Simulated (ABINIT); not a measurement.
Crystal: Sb.

```
Sb
1.0
     2.15420    1.24373    3.75800
    -2.15420    1.24373    3.75800
     0.00000   -2.48746    3.75800
Sb
2
Cartesian
  0.0000 0.0000 8.6416
  0.0000 0.0000 2.6324
```

Base run:

* Program: ABINIT 10.8.3 (patched build)
* Functional: PBEsol
* Potentials or basis: JTH PAW PBE v2.0
* Cutoff: 435 eV
* k mesh: 5 × 5 × 5
* Occupations: fermi-dirac, width 0.05 eV
* Spin: no spin polarisation

Its results: band gap on the k mesh 0.38 eV, indirect (least direct gap 0.73 eV); pressure -0.1 GPa; largest force 0.007 eV/Å.

Task: After a change of settings the same cell gave: band gap on the k mesh none (metal or under the smearing width); pressure 0.0 GPa; largest force 0.028 eV/Å. Which change was it?
A. functional from PBEsol to rPW86PBE; k mesh from 5 × 5 × 5 to 8 × 8 × 8
B. k mesh from 5 × 5 × 5 to 6 × 6 × 6
C. functional from PBEsol to BP86; k mesh from 5 × 5 × 5 to 8 × 8 × 8
D. functional from PBEsol to r2SCAN; cutoff from 435 eV to 517 eV; fine-grid cutoff from 870.764 eV to 1034.03 eV

Result: B.

Caveats: the PAW data sets were made with another functional, which shifts forces and pressure a little; spin-orbit coupling is left out, which moves the levels of the heavy elements (some runs); an odd mesh through Γ misses points on the zone boundary, where band edges often lie (some runs).

Runs at the PBE level aren't shown here.
